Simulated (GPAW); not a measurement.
# MoP (P-6m2) in GPAW: further runs

One crystal, MoP, is run at these levels: RPBE, PBE; tasks: band structure.

Everything below comes from runs of GPAW 26.7.0. Logs are shortened: lines on timing, memory, paths and dates and some standing lists are left out, and cuts for length are marked. The log counts tension as positive stress, the text compression.

## 1. The structure

Symmetry: P-6m2, No. 187, hexagonal system. Conventional cell: a = 3.223 Å, b = 3.223 Å, c = 3.191 Å, α = 90.00°, β = 90.00°, γ = 120.00°. Around Mo (site symmetry -6m2) lie 6 P at 2.45 Å. P (site symmetry -6m2) has 6 Mo at 2.45 Å as nearest neighbours.

## 2. Band structure, RPBE

The input, run.py:

```python
from ase.dft.bandgap import bandgap
from ase.io import read, write
from ase.units import Bohr, GPa
from gpaw import GPAW, PW
from gpaw.elf import elf_from_dft_calculation

atoms = read('POSCAR')

calc = GPAW(mode=PW(600),
            xc='RPBE',
            kpts={'size': (10, 10, 8), 'gamma': True},
            occupations={'name': 'fermi-dirac', 'width': 0.05},
            nbands=20,
            convergence={'density': 1e-05, 'energy': 1e-05},
            maxiter=150,
            txt='gpaw.txt')
atoms.calc = calc
energy = atoms.get_potential_energy()
forces = atoms.get_forces()
stress = atoms.get_stress()
calc.write('gs.gpw')
write('result.traj', atoms)
print(f'Energy: {energy:.6f} eV')
print('Forces (eV/A):')
print(forces.round(4))
print('Stress (GPa):', (stress / GPa).round(3))
print('Fermi level:', round(calc.get_fermi_level(), 4), 'eV')
print(f'Gap: {bandgap(calc)[0]:.4f} eV, direct: {bandgap(calc, direct=True)[0]:.4f} eV')

# fields on the real-space grid
write('density.cube', atoms, data=calc.get_pseudo_density() * Bohr**3)
write('potential.cube', atoms, data=calc.get_electrostatic_potential())
write('elf.cube', atoms, data=elf_from_dft_calculation(calc).data)

path = atoms.cell.bandpath('GMKGALHA,LM,KH', npoints=80, eps=1e-4)
bs_calc = calc.fixed_density(kpts=path, symmetry='off', nbands=30,
                             convergence={'bands': 'CBM+6.0', 'eigenstates': 1e-6}, txt='bands.txt')
bs = bs_calc.band_structure()
bs.write('bs.json')
print(f'Gap on the path: {bandgap(bs_calc)[0]:.4f} eV')
```

The input, POSCAR:

```
MoP
1.0
    3.2230000000      0.0000000000      0.0000000000
   -1.6115000000      2.7911998764      0.0000000000
    0.0000000000      0.0000000000      3.1910000000
Mo P
1 1
Direct
    0.0000000000      0.0000000000      0.0000000000
    0.3333333333      0.6666666667      0.5000000000
```

Potentials or basis: the program's PAW data sets (release 1.2.1) made for this functional, pw.

Started as:

```console
$ OMP_NUM_THREADS=1 python run.py
```

gpaw.txt:

```text
__  _  _
 | _ |_)|_||  |
 |__||  | ||/\| - 26.7.0

Input parameters:
  mode=PW(ecut=600.0),
  convergence={'density': 1e-05, 'energy': 1e-05},
  kpts=MonkhorstPack(size=(10, 10, 8), gamma=True),
  maxiter=150,
  nbands=20,
  occupations=Occupations(name='fermi-dirac', width=0.05),
  xc=XC(name='RPBE')

Diagonalizing LCAO Hamiltonian
Converting LCAO to pw mode

         P

       Mo

Atoms  # Å, Bohr magnetons
|   | symbol |         x |        y |        z |    initial magnetic moments |
|---|--------|-----------|----------|----------|-----------------------------|
| 0 |     Mo |  0.000000 | 0.000000 | 0.000000 | ( 0.0000,  0.0000,  0.0000) |
| 1 |      P | -0.000000 | 1.860800 | 1.595500 | ( 0.0000,  0.0000,  0.0000) |

Unit cell  # Å
| periodic |         x |        y |        z |  lengths |     angles |
|----------|-----------|----------|----------|----------|------------|
|      yes |  3.223000 | 0.000000 | 0.000000 | 3.223000 |  90.000000 |
|      yes | -1.611500 | 2.791200 | 0.000000 | 3.223000 |  90.000000 |
|      yes |  0.000000 | 0.000000 | 3.191000 | 3.191000 | 120.000000 |

Number of symmetries: 12
Symmetry operations  # r_c * U_cc + t_c -> r_c
|    | kind |            matrix            |
|----|------|------------------------------|
|  0 |  σ   |  1, 1, 0,  0,-1, 0,  0, 0, 1 |
|  1 |  C2  |  1, 1, 0,  0,-1, 0,  0, 0,-1 |
|  2 |  E   |  1, 0, 0,  0, 1, 0,  0, 0, 1 |
|  3 |  σ   |  1, 0, 0,  0, 1, 0,  0, 0,-1 |
|  4 |  C3  |  0, 1, 0, -1,-1, 0,  0, 0, 1 |
|  5 |  S3  |  0, 1, 0, -1,-1, 0,  0, 0,-1 |
|  6 |  σ   |  0,-1, 0, -1, 0, 0,  0, 0, 1 |
|  7 |  C2  |  0,-1, 0, -1, 0, 0,  0, 0,-1 |
|  8 |  σ   | -1, 0, 0,  1, 1, 0,  0, 0, 1 |
|  9 |  C2  | -1, 0, 0,  1, 1, 0,  0, 0,-1 |
| 10 |  C3  | -1,-1, 0,  1, 0, 0,  0, 0, 1 |
| 11 |  S3  | -1,-1, 0,  1, 0, 0,  0, 0,-1 |

BZ-sampling:
  Number of BZ points: 800
  Number of IBZ points: 70

  Monkhorst-Pack size: [10, 10, 8]
  Monkhorst-Pack shift: [0.05, 0.05, 0.0625]

K-points  # in reciprocal-cell coordinates
|     |                                coordinates |     weight |
|-----|--------------------------------------------|------------|
|   0 | (  0.00000000,   0.00000000,   0.00000000) | 0.00125000 |
|   1 | (  0.00000000,   0.00000000,   0.12500000) | 0.00250000 |
|   2 | (  0.00000000,   0.00000000,   0.25000000) | 0.00250000 |
|   3 | (  0.00000000,   0.00000000,   0.37500000) | 0.00250000 |
|   4 | (  0.00000000,   0.00000000,   0.50000000) | 0.00125000 |
|   5 | (  0.10000000,   0.00000000,   0.00000000) | 0.00750000 |
|   6 | (  0.10000000,   0.00000000,   0.12500000) | 0.01500000 |
|   7 | (  0.10000000,   0.00000000,   0.25000000) | 0.01500000 |
|   8 | (  0.10000000,   0.00000000,   0.37500000) | 0.01500000 |
|   9 | (  0.10000000,   0.00000000,   0.50000000) | 0.00750000 |
| ... |                                            |            |
|  69 | (  0.50000000,   0.50000000,   0.50000000) | 0.00375000 |

Plane wave coefficients: 974
Cutoff: 600.0 eV

Spin-components: 1 (collinear spins)
Bands:           20
Projectors:      11
Spin-degeneracy: 2
Datatype:        complex128

Parallelization:
  kpt:    1
  domain: 1
  band:   1

Density:
  Valence electrons: 19.0
  Components: 1
  Grid points: [20 20 20]
  Charge: 0.0  # |e|

Potential:
  Grid points: [20 20 20]

species:
  Mo:
    name:    Molybdenum
    Z:       42.0
    valence: 14
    core:    28
    charge:  0.0  # [|e|]
    compensation charges:
      type: gauss
      rc: 0.38  # [Å]
      lmax: 2
    cutoffs:
      filter: 2.16  # [Å]
      core: 1.42  # [Å]
    projectors
    | kind |    occ | energy [eV] | rcut [Å] |
    |------|--------|-------------|----------|
    |   4s |  2.000 |     -64.254 |    1.238 |
    |   5s |  1.000 |      -3.985 |    1.238 |
    |   4p |  6.000 |     -38.450 |    1.296 |
    |   5p |  0.000 |      -1.035 |    1.296 |
    |   4d |  5.000 |      -3.699 |    1.296 |
    |    d |        |      23.512 |    1.296 |

    Using partial waves for Mo as LCAO basis

  P:
    name:    Phosphorus
    Z:       15.0
    valence: 5
    core:    10
    charge:  0.0  # [|e|]
    compensation charges:
      type: gauss
      rc: 0.30  # [Å]
      lmax: 2
    cutoffs:
      filter: 1.69  # [Å]
      core: 1.81  # [Å]
    projectors
    | kind |    occ | energy [eV] | rcut [Å] |
    |------|--------|-------------|----------|
    |   3s |  2.000 |     -13.955 |    0.953 |
    |   3p |  3.000 |      -5.495 |    0.953 |
    |    s |        |      13.257 |    0.953 |
    |    p |        |      21.717 |    0.953 |
    |    d |        |       0.000 |    0.953 |

    Using partial waves for P as LCAO basis

Reference energy: -119448.153283  # eV

eigensolver:
  PPCG
  Converge bands: occupied
  niter=2

density mixing:
  MSR1-Mixer
  Pratt-step length: 0.05
  Maximum mixing coefficient: 0.75
  Old densities: 10
  SVD Regularization: 0.005
  Good broyden scale: 1.0
  Trust region scale: 1.0
  Backstep threshold: 4.0
  History deletion threshold: 6.0
  Fourier metric: weight=20.0, sigma=0.015

occupation numbers:
  Fermi-Dirac:
    width: 0.0500  # eV

poisson solver:
  ecut: 4800.0  # eV

xc functional:
  name: RPBE with 2 nearest neighbor stencil

convergence criteria:
- Maximum integral of absolute [dens]ity change: 1e-05 electrons / valence electron
- Maximum [total energy] change in last 3 cyles: 1e-05 eV / valence electron
- Maximum integral of absolute [eigenst]ate change: 4e-08 eV^2 / valence electron
maximum number of iterations: 150

SCF iterations
|iter     | |      energy | eigst |  dens |
|---------|-|-------------|-------|-------|
|iter:   1| |  -18.137507 | +0.54 |       |
|iter:   2| |  -17.790648 | -1.87 | -0.98 |
|iter:   3| |  -16.970059 | -1.23 | -1.04 |
|iter:   4| |  -16.967309 | -2.93 | -1.64 |
|iter:   5| |  -16.970895 | -3.04 | -1.90 |
|iter:   6| |  -16.971019 | -4.50 | -2.60 |
|iter:   7| |  -16.971012c| -5.68 | -3.34 |
|iter:   8| |  -16.971013c| -7.38 | -4.08 |
|iter:   9| |  -16.971013c| -8.29c| -4.80 |
|iter:  10| |  -16.971013c| -9.04c| -5.50c|

Converged in 10 steps
Energy contributions relative to reference atoms: (reference = -119448.153283)

Energy contributions:
  Kinetic:          -3.766391
  Coulomb:           0.341530
  Zero:             -0.360693
  External:          0.000000
  Xc:              -13.183315
  Entropy:          -0.004289
  Spinorbit:         0.000000
  ----------------------------
  Free energy:     -16.973157
  Extrapolated:    -16.971013

dipole moment: (-7.865024, -9.322025, -11.886423)  # |e|*Ang

Fermi level: 12.506
Eigenvalues  # (at kpt = [0.000, 0.000, 0.000])
| band index |      eig [eV] | occ [0-2] |
|------------|---------------|-----------|
|          0 |       -48.744 |     2.000 |
|          1 |       -22.939 |     2.000 |
|          2 |       -22.720 |     2.000 |
|          3 |       -22.720 |     2.000 |
|          4 |        -1.391 |     2.000 |
|          5 |         8.387 |     2.000 |
[... 9 lines left out ...]
|         15 |        21.447 |     0.000 |
|         16 |        21.535 |     0.000 |
|        ... |               |           |
|         19 |        30.880 |     0.000 |

No gap
No difference between direct/indirect transitions

Forces  # eV/Ang
|       x |       y |       z |
|---------|---------|---------|
| 0.00000 | 0.00000 | 0.00000 |  # Mo   0
| 0.00000 | 0.00000 | 0.00000 |  # P    1

Stress tensor  # eV/Ang^3
|         x |         y |         z |
|-----------|-----------|-----------|
| -0.038554 |  0.000000 |  0.000000 |
|  0.000000 | -0.038554 |  0.000000 |
|  0.000000 |  0.000000 | -0.038478 |

# Writing to gs.gpw (mode='')
```

It took 25 s on 1 thread of Intel Xeon Platinum 8488C (Sapphire Rapids), shared host; peak memory 0.24 GiB.

Results:

```yaml
Free_energy: -16.9732 eV
Pressure: 6.2 GPa
Band_gap_along_the_path: none (metal or under the smearing width)
```

Levels at the corners of the path, in eV from the Fermi level:
```tsv
point	band 5	band 6	band 7	band 8	band 9	band 10	band 11	band 12	band 13	band 14
Γ	-13.90	-4.12	-3.26	-3.26	-0.69	0.29	0.29	4.15	4.15	5.64
M	-11.27	-7.22	-3.89	-3.68	-1.26	-0.41	1.71	2.35	4.66	6.17
K	-10.84	-6.50	-5.24	-3.71	-1.49	-0.06	0.70	0.81	6.82	8.82
Γ	-13.90	-4.12	-3.26	-3.26	-0.69	0.29	0.29	4.15	4.15	5.64
A	-11.49	-7.78	-2.68	-2.68	-1.64	-1.64	1.32	2.96	2.96	7.96
L	-11.03	-6.09	-5.29	-4.38	-1.02	1.42	1.82	3.56	5.11	6.18
H	-10.77	-6.83	-5.68	-3.25	-1.28	1.53	3.29	4.20	4.36	4.95
A	-11.49	-7.78	-2.68	-2.68	-1.64	-1.64	1.32	2.96	2.96	7.96
L	-11.03	-6.09	-5.29	-4.38	-1.02	1.42	1.82	3.56	5.11	6.18
M	-11.27	-7.22	-3.89	-3.68	-1.26	-0.41	1.71	2.35	4.66	6.17
K	-10.84	-6.50	-5.24	-3.71	-1.49	-0.06	0.70	0.81	6.82	8.82
H	-10.77	-6.83	-5.68	-3.25	-1.28	1.53	3.29	4.20	4.36	4.95
```

## 3. Band structure, PBE

run.py: that of step 2 with these lines changed.

```diff
@@ -6,6 +6,6 @@
 
-atoms = read('POSCAR')
+atoms = read('MoP.xyz')
 
 calc = GPAW(mode=PW(600),
-            xc='RPBE',
+            xc='PBE',
             kpts={'size': (10, 10, 8), 'gamma': True},
```

The input, MoP.xyz:

```xyz
2
Lattice="3.2230000000 0.0000000000 0.0000000000 -1.6115000000 2.7911998764 0.0000000000 0.0000000000 0.0000000000 3.1910000000" Properties=species:S:1:pos:R:3 pbc="T T T"
Mo     0.0000000000      0.0000000000      0.0000000000
P     -0.0000000002      1.8607999177      1.5955000000
```

Potentials or basis: GPAW PAW data sets (gpaw-data 1.2.1), pw.

Started as:

```console
$ OMP_NUM_THREADS=1 python run.py
```

gpaw.txt:

```text
__  _  _
 | _ |_)|_||  |
 |__||  | ||/\| - 26.7.0

Input parameters:
  mode=PW(ecut=600.0),
  convergence={'density': 1e-05, 'energy': 1e-05},
  kpts=MonkhorstPack(size=(10, 10, 8), gamma=True),
  maxiter=150,
  nbands=20,
  occupations=Occupations(name='fermi-dirac', width=0.05),
  xc=XC(name='PBE')

Diagonalizing LCAO Hamiltonian
Converting LCAO to pw mode

         P

       Mo

Atoms  # Å, Bohr magnetons
|   | symbol |         x |        y |        z |    initial magnetic moments |
|---|--------|-----------|----------|----------|-----------------------------|
| 0 |     Mo |  0.000000 | 0.000000 | 0.000000 | ( 0.0000,  0.0000,  0.0000) |
| 1 |      P | -0.000000 | 1.860800 | 1.595500 | ( 0.0000,  0.0000,  0.0000) |

Unit cell  # Å
| periodic |         x |        y |        z |  lengths |     angles |
|----------|-----------|----------|----------|----------|------------|
|      yes |  3.223000 | 0.000000 | 0.000000 | 3.223000 |  90.000000 |
|      yes | -1.611500 | 2.791200 | 0.000000 | 3.223000 |  90.000000 |
|      yes |  0.000000 | 0.000000 | 3.191000 | 3.191000 | 120.000000 |

Number of symmetries: 12
[... 163 lines left out ...]

Energy contributions:
  Kinetic:          -3.734207
  Coulomb:           0.301639
  Zero:             -0.322448
  External:          0.000000
  Xc:              -14.211657
  Entropy:          -0.004253
  Spinorbit:         0.000000
  ----------------------------
  Free energy:     -17.970926
  Extrapolated:    -17.968799

dipole moment: (-7.861947, -9.327169, -11.889310)  # |e|*Ang

Fermi level: 12.433
Eigenvalues  # (at kpt = [0.000, 0.000, 0.000])
| band index |      eig [eV] | occ [0-2] |
|------------|---------------|-----------|
|          0 |       -48.799 |     2.000 |
|          1 |       -22.993 |     2.000 |
|          2 |       -22.772 |     2.000 |
|          3 |       -22.772 |     2.000 |
|          4 |        -1.465 |     2.000 |
|          5 |         8.306 |     2.000 |
[... 9 lines left out ...]
|         15 |        21.378 |     0.000 |
|         16 |        21.437 |     0.000 |
|        ... |               |           |
|         19 |        30.774 |     0.000 |

No gap
No difference between direct/indirect transitions

Forces  # eV/Ang
|       x |       y |       z |
|---------|---------|---------|
| 0.00000 | 0.00000 | 0.00000 |  # Mo   0
| 0.00000 | 0.00000 | 0.00000 |  # P    1

Stress tensor  # eV/Ang^3
|         x |         y |         z |
|-----------|-----------|-----------|
| -0.019664 | -0.000000 |  0.000000 |
| -0.000000 | -0.019664 |  0.000000 |
|  0.000000 |  0.000000 | -0.016137 |

# Writing to gs.gpw (mode='')
```

stdout:

```text
Energy: -17.968799 eV
Forces (eV/A):
[[0. 0. 0.]
 [0. 0. 0.]]
Stress (GPa): [-3.15  -3.15  -2.585  0.     0.    -0.   ]
Fermi level: 12.4333 eV
Gap: 0.0000 eV, direct: 0.0000 eV
Gap on the path: 0.0000 eV
```

Run time: 40 s. Hardware: 1 thread of Intel Xeon Platinum 8259CL at 2.50GHz (Skylake/Cascade Lake), shared host; peak memory 0.24 GiB.

What came out:

| Item | Value |
| --- | --- |
| Free energy | -17.9709 eV |
| Pressure | 3.0 GPa |
| Band gap along the path | none (metal or under the smearing width) |

Levels at the corners of the path, in eV from the Fermi level:
| point | band 5 | band 6 | band 7 | band 8 | band 9 | band 10 | band 11 | band 12 | band 13 | band 14 |
| --- | --- | --- | --- | --- | --- | --- | --- | --- | --- | --- |
| Γ | -13.90 | -4.13 | -3.26 | -3.26 | -0.70 | 0.29 | 0.29 | 4.14 | 4.14 | 5.61 |
| M | -11.27 | -7.22 | -3.89 | -3.68 | -1.26 | -0.40 | 1.71 | 2.35 | 4.65 | 6.16 |
| K | -10.84 | -6.51 | -5.24 | -3.71 | -1.49 | -0.06 | 0.68 | 0.81 | 6.81 | 8.82 |
| Γ | -13.90 | -4.13 | -3.26 | -3.26 | -0.70 | 0.29 | 0.29 | 4.14 | 4.14 | 5.61 |
| A | -11.49 | -7.79 | -2.68 | -2.68 | -1.65 | -1.65 | 1.31 | 2.95 | 2.95 | 7.93 |
| L | -11.04 | -6.09 | -5.28 | -4.38 | -1.02 | 1.43 | 1.81 | 3.55 | 5.09 | 6.19 |
| H | -10.77 | -6.82 | -5.67 | -3.25 | -1.28 | 1.52 | 3.28 | 4.20 | 4.33 | 4.96 |
| A | -11.49 | -7.79 | -2.68 | -2.68 | -1.65 | -1.65 | 1.31 | 2.95 | 2.95 | 7.93 |
| L | -11.04 | -6.09 | -5.28 | -4.38 | -1.02 | 1.43 | 1.81 | 3.55 | 5.09 | 6.19 |
| M | -11.27 | -7.22 | -3.89 | -3.68 | -1.26 | -0.40 | 1.71 | 2.35 | 4.65 | 6.16 |
| K | -10.84 | -6.51 | -5.24 | -3.71 | -1.49 | -0.06 | 0.68 | 0.81 | 6.81 | 8.82 |
| H | -10.77 | -6.82 | -5.67 | -3.25 | -1.28 | 1.52 | 3.28 | 4.20 | 4.33 | 4.96 |

## 4. Band structure, PBE, spin-orbit coupling, no magnetisation

The input, run.py:

```python
import numpy as np
from ase.dft.bandgap import bandgap
from ase.io import read, write
from ase.units import GPa
from gpaw import GPAW, PW
from gpaw.spinorbit import soc_eigenstates

atoms = read('MoP.xyz')

calc = GPAW(mode=PW(600),
            xc='PBE',
            kpts={'size': (7, 7, 6), 'gamma': True},
            occupations={'name': 'fermi-dirac', 'width': 0.05},
            nbands=20,
            convergence={'density': 1e-05, 'energy': 1e-05},
            maxiter=150,
            txt='gpaw.txt')
atoms.calc = calc
energy = atoms.get_potential_energy()
forces = atoms.get_forces()
stress = atoms.get_stress()
calc.write('gs.gpw')
write('result.traj', atoms)
print(f'Energy: {energy:.6f} eV')
print('Forces (eV/A):')
print(forces.round(4))
print('Stress (GPa):', (stress / GPa).round(3))
print('Fermi level:', round(calc.get_fermi_level(), 4), 'eV')
print(f'Gap: {bandgap(calc)[0]:.4f} eV, direct: {bandgap(calc, direct=True)[0]:.4f} eV')

path = atoms.cell.bandpath('GMKGALHA,LM,KH', npoints=60, eps=1e-4)
bs_calc = calc.fixed_density(kpts=path, symmetry='off', nbands=30,
                             convergence={'bands': 'CBM+6.0', 'eigenstates': 1e-6}, txt='bands.txt')
bs = bs_calc.band_structure()
bs.write('bs.json')
print(f'Gap on the path: {bandgap(bs_calc)[0]:.4f} eV')

soc = soc_eigenstates(bs_calc, theta=90, phi=45)
np.savetxt('soc_bands.dat', soc.eigenvalues(), fmt='%.4f')
mesh = soc_eigenstates('gs.gpw', theta=90, phi=45)
np.savetxt('soc_mesh.dat', mesh.eigenvalues(), fmt='%.4f')
print('Fermi level with spin-orbit coupling:', round(mesh.fermi_level, 4), 'eV')
```

MoP.xyz is that of step 3.

Started as:

```console
$ OMP_NUM_THREADS=1 python run.py
```

It took 27 s on 1 thread of Intel Xeon Platinum 8259CL at 2.50GHz (Skylake/Cascade Lake), shared host; peak memory 0.23 GiB.

It converged, with:

| Quantity | Value |
| --- | --- |
| Free energy | -17.9751 eV |
| Pressure | 3.0 GPa |
| Band gap along the path | none (metal or under the smearing width) |

Stress tensor (GPa, compression positive):
```
3.46 0.00 0.00
0.00 3.46 0.00
0.00 0.00 2.04
```

Levels at the corners of the path, in eV from the Fermi level:
```
point  band 16  band 17  band 18  band 19  band 20  band 21
    Γ    -3.16    -0.63    -0.63     0.31     0.31     0.41
    M    -3.62    -1.20    -1.20    -0.34    -0.34     1.78
    K    -3.62    -1.46    -1.39    -0.07     0.09     0.75
    Γ    -3.16    -0.63    -0.63     0.31     0.31     0.41
    A    -2.59    -1.64    -1.64    -1.50    -1.50     1.38
    L    -4.32    -0.95    -0.95     1.50     1.50     1.87
    H    -3.17    -1.23    -1.18     1.57     1.58     3.31
    A    -2.59    -1.64    -1.64    -1.50    -1.50     1.38
    L    -4.32    -0.95    -0.95     1.50     1.50     1.87
    M    -3.62    -1.20    -1.20    -0.34    -0.34     1.78
    K    -3.62    -1.46    -1.39    -0.07     0.09     0.75
    H    -3.17    -1.23    -1.18     1.57     1.58     3.31
```

Caveat: spin-orbit coupling was added after a scalar SCF, so levels and gaps hold it while energy, forces, pressure and moments don't; this program's spin-orbit splittings come out too wide for heavy elements.

## 5. The runs side by side

```csv
level,potentials or basis,spin,k mesh,band points,spin axis theta (degrees),spin axis phi (degrees),soc after scf,pressure (GPa)
RPBE,"the program's PAW data sets (release 1.2.1) made for this functional, pw",off,10 × 10 × 8,80,-,-,-,6.2
PBE,"GPAW PAW data sets (gpaw-data 1.2.1), pw",off,10 × 10 × 8,80,-,-,-,3.0
PBE,"GPAW PAW data sets (gpaw-data 1.2.1), pw","SOC, no magnetisation",7 × 7 × 6,60,90,45,second variation,3.0
```

Alike in all rows: task band structure; cell as given; cutoff (eV) 600; smearing fermi-dirac 0.05 eV.

Caveats: spin-orbit coupling was added after a scalar SCF, so levels and gaps hold it while energy, forces, pressure and moments don't (some runs); this program's spin-orbit splittings come out too wide for heavy elements (some runs).

Absolute energies hang on the potentials; compare differences alone.
